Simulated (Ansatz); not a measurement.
Level of theory: Ansatz 0.2.0, DFT PBE, scalar-relativistic, plane waves, PAW. All cells share a 420 eV cutoff and Γ-centred k meshes spaced at most about 0.3 Å⁻¹ (about 0.25 or finer for metals, 2π included). Collinear spin in cells that started with moments and kept them past the coarse steps, no spin elsewhere.

All energies are static (0 K, no zero-point motion). All come from trial cells, and lower structures may exist.

Question: Which of these relaxed structures of H2Os3 is the lowest in energy?
1. Space group P6/mmm (No. 191), hexagonal, a = 4.269 Å, c = 3.360 Å. Around H lie 2 Os at 1.68 Å, 3 Os at 2.46 Å and 3 H at 2.46 Å; around Os on a site of symmetry 6/mmm lie 6 H at 2.46 Å; around Os on a site of symmetry -6m2 lie 2 H at 1.68 Å and 3 Os at 2.46 Å.
2. Space group R3m (No. 160), trigonal, a = 2.817 Å, c = 20.686 Å. H on its first site is surrounded by 6 Os at 2.01 Å; around H on its second site lie 3 Os at 1.95 Å and 3 Os at 2.09 Å; around Os on its first site lie 3 H at 2.01 Å; Os on its second site has 3 H at 1.95 Å; 1 more site not described.
3. Space group P-3m1 (No. 164), trigonal, a = 3.917 Å, c = 4.364 Å. H is surrounded by 1 Os at 1.66 Å, 3 Os at 2.32 Å, 3 H at 2.53 Å and 4 Os at 2.70–2.78 Å; around Os on a site of symmetry -3m lie 6 Os at 2.51 Å and 6 H at 2.78 Å; Os on a site of symmetry 3m is surrounded by 1 H at 1.66 Å, 3 H at 2.32 Å and 3 Os at 2.51 Å.
4. Space group P-6m2 (No. 187), hexagonal, a = 2.843 Å, c = 7.041 Å. Around H lie 3 Os at 1.87 Å and 3 Os at 2.13 Å; Os on a site of symmetry 3m has 3 H at 1.87 Å and 1 Os at 2.52 Å; around Os on a site of symmetry -6m2 lie 6 H at 2.13 Å.

Answer: 2. It has space group R3m (No. 160); the next, 4, with space group P-6m2 (No. 187), lies 154 meV/atom higher. Largest moments: 2 no spin, 4 no spin, 1 0.2 μB, 3 no spin. Counting H atoms around Os (those within 1.25 times the shortest such distance or 1.15 times the sum of covalent radii, 1.27 where that leaves under three; a slash parts the counts of unlike sites), the lowest and the next both have Os 3/6. Even the lowest lies +0.39 eV/atom against the elements.

Spin–orbit coupling, which can matter for Os, is left out. With hydrogen, zero-point motion can shift such differences by 10 meV/atom or more. Another magnetic order may lie lower. Cells relaxed within their symmetry can be saddle points. The R3m cell of H2Os3 came from shaking the P-6m2 one. Some candidate types were left out of the draw beforehand, so a known form may be missing.
